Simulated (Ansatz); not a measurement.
# SrCl2 (Fm-3m) in Ansatz: further runs

The runs below take SrCl2 through band structure, with PBEsol.

Program: Ansatz 0.2.0. These are calculated values, not measurements. Logs are shortened: lines on timing, memory, paths and dates and some standing lists are left out, and cuts for length are marked.

### 1 The crystal as given

Symmetry: Fm-3m, No. 225, cubic system. Conventional cell: a = 6.977 Å, b = 6.977 Å, c = 6.977 Å, α = 90.00°, β = 90.00°, γ = 90.00°. Sr (site symmetry m-3m) is surrounded by 8 Cl at 3.02 Å. Around Cl (site symmetry -43m) lie 4 Sr at 3.02 Å.

### 2 Band structure, PBEsol

File input.yaml:

```yaml
crystal:
  lattice:
    - [0.0, 3.48835, 3.48835]
    - [3.48835, 0.0, 3.48835]
    - [3.48835, 3.48835, 0.0]
  atoms:
    - { symbol: Sr, position: [0.0, 0.0, 0.0] }
    - { symbol: Cl, position: [0.75, 0.75, 0.75] }
    - { symbol: Cl, position: [0.25, 0.25, 0.25] }
kpoints:
  mp_grid: { grid: [7, 7, 7] }
  band_path:
    path:
      - [0.0, 0.0, 0.0]
      - [0.5, 0.0, 0.5]
      - [0.5, 0.25, 0.75]
      - [0.375, 0.375, 0.75]
      - [0.0, 0.0, 0.0]
      - [0.5, 0.5, 0.5]
      - [0.625, 0.25, 0.625]
      - [0.5, 0.25, 0.75]
    npoints: 6
scf:
  occupations: { method: fermi_dirac, width: 0.05 }
hamiltonian:
  xc: pbesol
  pseudopotentials: { kind: all_electron, lapw: { basis_error: 0.002 } }
output:
  forces: true
  stress: true
  eigenvalues: true
```

Potentials or basis: all-electron LAPW, scalar-relativistic.

The run is started by

```
> ansatz run input.yaml --threads 2 --pin off --max-ram 8192MiB --backend cpu --events-out ev --progress --plain --runs-dir out
```

Log:

```text
Warning: RAYON_NUM_THREADS=2 ignored (pool sized by the plan → 2); use --threads N
LAPW: plane waves up to 6.129 Å⁻¹, error target 2.0e-3 eV per atom; small_component_spin mean_spin; Cl in spheres of 1.465 Å, 15 of its electrons in bands, Dirac shells []; Sr in spheres of 1.556 Å, 26 of its electrons in bands, Dirac shells [] (how accurate: hamiltonian.pseudopotentials.lapw.basis_error, Limitations)
Engine: ansatz 0.2.0, aarch64-unknown-linux-gnu
Pseudopotentials: kind: all_electron
Pseudopotential: Sr, LAPW, valence charge 26, lapw/all_electron/scalar/gaussian/Sr, Koelling and Harmon's equation, gaussian nucleus
Pseudopotential: Cl, LAPW, valence charge 15, lapw/all_electron/scalar/gaussian/Cl, Koelling and Harmon's equation, gaussian nucleus
Functional definition: PBEsol
  exchange = pbesol_x
  correlation = pbesol_c
Crystal: 3 atoms, lattice volume = 84.897 Å³
Basis set: ecut = 143.13991435241994 eV, 331 PW (Γ), exchange–correlation at level 2
Bands: 34, of which v1, the nominal top of the filled ones, is band 28 counted from 1 (27 counted from 0)
Symmetry: 48 space group operations
Space group: Fm-3m (ITA 225), of the structure as read, at distance tolerance 4.4e-5 Å
k-points: 20 of 343
Non-local potential: Sr, projectors of the file, none
Non-local potential: Cl, projectors of the file, none
Initial density: superposition of atomic densities (chi_scale 0.1, normalization cell, long waves kept (reshape's long-wave potential 0.00 eV rms))
Initial wavefunctions: plane waves of lowest kinetic energy (no species holds an atomic orbital)
Functional: x = pbesol(κ = 0.804, μ = 0.12345679012345678), c = pbesol(β = 0.046)
iter 1 solved again at ethr=9.58e-4 eV; its pass at ethr=1.00e-1 eV (dr2=5.36e-1 eV) is discarded
SCF iter   1: F=—  HF=-111553.582321 eV  |F-HF|=—  |Δ(HF+E_count)|=         —  Δρ=1.79e-2  dr2=5.36e-1  ethr=9.58e-4  ⟨swp⟩=2.1  Hψ=4078  notcnv=0
preconditioner: auto → none  [insulator: Δε(μ)=5.582 eV  Ē_g=14.779 eV  σ=0.050 eV  W_gap=1.00  n_scr=14 (ndim 8)  ℏωp=18.9 eV  f_vac=0.108  D(μ)=0.00/eV (n_scr^D=0)  ε∞_Penn≈2.6]
iter 2 solved again at ethr=6.61e-5 eV; its pass at ethr=9.57e-4 eV (dr2=3.70e-2 eV) is discarded
SCF iter   2: F=—  HF=-111553.336869 eV  |F-HF|=—  |Δ(HF+E_count)|=   2.45e-1  Δρ=4.88e-3  dr2=3.70e-2  ethr=6.61e-5  ⟨swp⟩=2.0  Hψ=3591  notcnv=0
SCF iter   3: F=—  HF=-111553.344408 eV  |F-HF|=—  |Δ(HF+E_count)|=         —  Δρ=2.83e-3  dr2=1.32e-2  ethr=6.61e-5  ⟨swp⟩=2.0  Hψ=2160  notcnv=0
the basis was enlarged: its passes take 44.9 KiB over the memory plan, 2 of 2 planned eigensolver slots
SCF iter   4: F=—  HF=-111553.353030 eV  |F-HF|=—  |Δ(HF+E_count)|=   8.62e-3  Δρ=2.13e-4  dr2=6.86e-5  ethr=2.36e-5  ⟨swp⟩=2.9  Hψ=2182  notcnv=0
SCF iter   5: F=—  HF=-111553.353139 eV  |F-HF|=—  |Δ(HF+E_count)|=   1.08e-4  Δρ=5.44e-5  dr2=3.30e-6  ethr=1.23e-7  ⟨swp⟩=3.0  Hψ=2143  notcnv=0
SCF iter   6: F=—  HF=-111553.353151 eV  |F-HF|=—  |Δ(HF+E_count)|=   1.22e-5  Δρ=9.90e-6  dr2=7.22e-8  ethr=5.89e-9  ⟨swp⟩=3.0  Hψ=2217  notcnv=0
SCF iter   7: F=-111553.353151 eV  HF=-111553.353151 eV  |F-HF|=1.17e-8  |Δ(HF+E_count)|=   4.12e-7  Δρ=1.14e-6  dr2=2.51e-9  ethr=1.29e-10  ⟨swp⟩=3.0  Hψ=2194  notcnv=0
SCF 1 converged in 7 iterations: F = -111553.353151 eV  dr2 = 2.51e-9
NSCF: frozen V_eff on 43 k-points
SCF converged after 7 iterations
Free energy (F): -111553.353151 eV
Harris-Foulkes:  -111553.353151 eV  (|F-HF|=1.17e-8)
Internal energy: -111553.353151 eV  (E = F + TS)
E sigma→0 (E₀):  -111553.353151 eV
Fermi energy:    6.566472 eV
--- Per-component energies (eV) ---
  E_band       = -5849.265078
  E_kinetic    = 114234.145481
  E_xc         = -4308.448526
  E_electrostatic = -221479.050106  (all electrons and nuclei)
  E_smearing   = -0.000000  (= −TS)
  E_closure    = 0.000000  (closes the sum)
  E_atoms      = -111540.066646  (free atoms, spherical and without spin; not in F)
  Σ components = -111553.353151   (vs F -111553.353151, Δ=0.00e0)
  Basis errors (estimates in eV, not in F): energy 8.9e-4 per atom: plane waves 8.2e-4 (4.6e-4 summed), levels above the bands 3.2e-53, relativity 5.8e-8, radial functions 7.8e-5, core shells 3.4e-7; eigenvalues (radial functions only) 1.2e-5; not estimated: angular momenta, meshes, grids; target (lapw.basis_error) 2.0e-3; muffin-tin radii Cl 1.465 Å, Sr 1.556 Å
--- Forces (eV/Å), atoms counted from 1 ---
  atom   1  Sr    -0.00000000     0.00000000     0.00000000
  atom   2  Cl     0.00000000     0.00000000     0.00000000
  atom   3  Cl    -0.00000000    -0.00000000    -0.00000000
  max |Σ_I F_I| component: 2.31e-18 eV/Å
--- Stress (GPa, compression-positive) ---
       -1.056452       0.000000       0.000000
        0.000000      -1.056452       0.000000
        0.000000       0.000000      -1.056452
  P = ⅓ Tr σ = -1.0565 GPa (-10.565 kbar)
--- Band table (eV; the first three rows and the last of 20) ---
  k-point 0: bands = ["-243.6712", "-243.6712", "-243.6712", "-239.4710", "-239.4710", "-178.6767", "-178.6767", "-178.6767", "-178.6767", "-178.6767", "-178.6767", "-115.8719", "-115.8719", "-115.8694", "-115.8694", "-115.8694", "-28.8046", "-10.8231", "-10.8231", "-10.8231", "-9.3472", "-8.4822", "1.7821", "1.7821", "1.7821", "3.6012", "3.6012", "3.6012", "9.0851", "9.9205", "9.9205", "12.7519", "12.7519", "12.7519"]
  k-point 1: bands = ["-243.6712", "-243.6712", "-243.6712", "-239.4710", "-239.4710", "-178.6767", "-178.6767", "-178.6767", "-178.6767", "-178.6767", "-178.6767", "-115.8719", "-115.8719", "-115.8694", "-115.8694", "-115.8694", "-28.8040", "-10.8969", "-10.8258", "-10.8258", "-9.2250", "-8.5264", "1.8583", "1.8583", "1.9240", "3.3548", "3.4866", "3.4866", "9.5441", "10.0844", "10.0844", "11.9436", "12.6058", "12.6058"]
  k-point 2: bands = ["-243.6712", "-243.6712", "-243.6712", "-239.4710", "-239.4710", "-178.6767", "-178.6767", "-178.6767", "-178.6767", "-178.6767", "-178.6767", "-115.8719", "-115.8719", "-115.8694", "-115.8694", "-115.8694", "-28.8026", "-11.0299", "-10.8320", "-10.8320", "-9.0121", "-8.5900", "2.0607", "2.0607", "2.2325", "2.8815", "3.2138", "3.2138", "10.3920", "10.3920", "10.4160", "11.6261", "12.4631", "12.4631"]
  k-point 19: bands = ["-243.6712", "-243.6712", "-243.6712", "-239.4710", "-239.4710", "-178.6767", "-178.6767", "-178.6767", "-178.6767", "-178.6767", "-178.6767", "-115.8719", "-115.8719", "-115.8694", "-115.8694", "-115.8694", "-28.8003", "-11.0618", "-11.0049", "-10.8548", "-8.6968", "-8.6380", "1.4360", "1.7615", "2.5263", "2.8727", "3.5554", "3.7963", "9.9843", "10.9247", "11.0319", "11.2360", "12.0280", "13.1230"]
```

Run time: 6.1 s. Hardware: 2 threads of Arm Neoverse V1, shared host; peak memory 0.27 GiB.

Results:

```yaml
Free_energy: -111553.3532 eV
Pressure: -1.1 GPa
Band_gap_on_the_k_mesh: 5.18 eV, indirect (least direct gap 5.48 eV)
Band_gap_along_the_path: 5.14 eV, indirect (least direct gap 5.36 eV)
```

Levels at the corners of the path, in eV from the valence-band top:
```csv
point,band 24,band 25,band 26,band 27,band 28,band 29,band 30,band 31,band 32,band 33
Γ,-2.16,-2.16,-0.34,-0.34,-0.34,5.14,5.98,5.98,8.81,8.81
X,-1.91,-1.91,-0.41,-0.41,0.00,5.36,6.94,7.55,7.94,7.94
W,-2.26,-1.23,-1.23,-0.32,-0.10,6.11,6.90,7.12,7.12,8.07
K,-1.94,-1.75,-0.73,-0.54,-0.11,5.82,7.02,7.25,7.49,8.06
Γ,-2.16,-2.16,-0.34,-0.34,-0.34,5.14,5.98,5.98,8.81,8.81
L,-1.59,-1.53,-1.34,-1.06,-1.06,6.62,6.62,7.43,7.68,8.57
U,-1.94,-1.75,-0.73,-0.54,-0.11,5.82,7.02,7.25,7.49,8.06
W,-2.26,-1.23,-1.23,-0.32,-0.10,6.11,6.90,7.12,7.12,8.07
```

PBEsol gaps usually lie below the measured ones, often by a third to a half.

### 3 Band structure, PBEsol

input.yaml, as its differences from that of step 2:

```diff
@@ -26,3 +26,6 @@
   xc: pbesol
-  pseudopotentials: { kind: all_electron, lapw: { basis_error: 0.002 } }
+  pseudopotentials:
+    kind: all_electron
+    lapw: { basis_error: 0.002 }
+    relativity: none
 output:
```

Potentials or basis: all-electron LAPW, non-relativistic.

The run is started by

```
> ansatz run input.yaml --threads 2 --pin off --max-ram 8192MiB --backend cpu --events-out ev --progress --plain --runs-dir out
```

Run time: 6 s. Hardware: 2 threads of Arm Neoverse V1, shared host; peak memory 0.26 GiB.

The run converged. Its results:

```
Free energy             : -110210.2315 eV
Pressure                : -0.9 GPa
Band gap on the k mesh  : 5.37 eV, indirect (least direct gap 5.55 eV)
Band gap along the path : 5.34 eV, indirect (least direct gap 5.35 eV)
```

Levels at the corners of the path, in eV from the valence-band top:
| point | band 26 | band 27 | band 28 | band 29 | band 30 | band 31 |
| --- | --- | --- | --- | --- | --- | --- |
| Γ | -0.34 | -0.34 | -0.34 | 5.34 | 5.85 | 5.85 |
| X | -0.41 | -0.41 | 0.00 | 5.35 | 6.81 | 7.34 |
| W | -1.23 | -0.32 | -0.10 | 6.02 | 6.80 | 6.99 |
| K | -0.73 | -0.54 | -0.11 | 5.77 | 6.90 | 7.07 |
| Γ | -0.34 | -0.34 | -0.34 | 5.34 | 5.85 | 5.85 |
| L | -1.33 | -1.06 | -1.06 | 6.47 | 6.47 | 7.27 |
| U | -0.73 | -0.54 | -0.11 | 5.77 | 6.90 | 7.07 |
| W | -1.23 | -0.32 | -0.10 | 6.02 | 6.80 | 6.99 |

Caveat: relativity is left out, which matters for the heavier elements.

### 4 Band structure, PBEsol

input.yaml, as its differences from that of step 3:

```diff
@@ -26,6 +26,3 @@
   xc: pbesol
-  pseudopotentials:
-    kind: all_electron
-    lapw: { basis_error: 0.002 }
-    relativity: none
+  pseudopotentials: { kind: all_electron, datasets: crystal }
 output:
@@ -34 +31,3 @@
   eigenvalues: true
+  elf: true
+  volumetric_format: npy
```

Potentials or basis: all-electron PAW datasets made for the crystal.

The run is started by

```
> ansatz run input.yaml --threads 2 --pin off --max-ram 8192MiB --backend cpu --events-out ev --progress --plain --runs-dir out
```

Run time: 5.2 s. Hardware: 2 threads of Arm Neoverse V1, shared host; peak memory 0.39 GiB.

It converged, with:

| Item | Value |
| --- | --- |
| Free energy | -111553.3549 eV |
| Pressure | -1.1 GPa |
| Band gap on the k mesh | 5.18 eV, indirect (least direct gap 5.48 eV) |
| Band gap along the path | 5.14 eV, indirect (least direct gap 5.36 eV) |

Levels at the corners of the path, in eV from the valence-band top:
| point | band 9 | band 10 | band 11 | band 12 | band 13 | band 14 | band 15 | band 16 |
| --- | --- | --- | --- | --- | --- | --- | --- | --- |
| Γ | -2.16 | -0.34 | -0.34 | -0.34 | 5.14 | 5.98 | 5.98 | 8.81 |
| X | -1.90 | -0.41 | -0.41 | 0.00 | 5.36 | 6.94 | 7.55 | 7.94 |
| W | -1.23 | -1.23 | -0.32 | -0.10 | 6.11 | 6.90 | 7.12 | 7.12 |
| K | -1.75 | -0.73 | -0.54 | -0.11 | 5.82 | 7.02 | 7.25 | 7.49 |
| Γ | -2.16 | -0.34 | -0.34 | -0.34 | 5.14 | 5.98 | 5.98 | 8.81 |
| L | -1.53 | -1.34 | -1.06 | -1.06 | 6.62 | 6.62 | 7.43 | 7.68 |
| U | -1.75 | -0.73 | -0.54 | -0.11 | 5.82 | 7.02 | 7.25 | 7.49 |
| W | -1.23 | -1.23 | -0.32 | -0.10 | 6.11 | 6.90 | 7.12 | 7.12 |

(Part 1 of 2 ends here.)
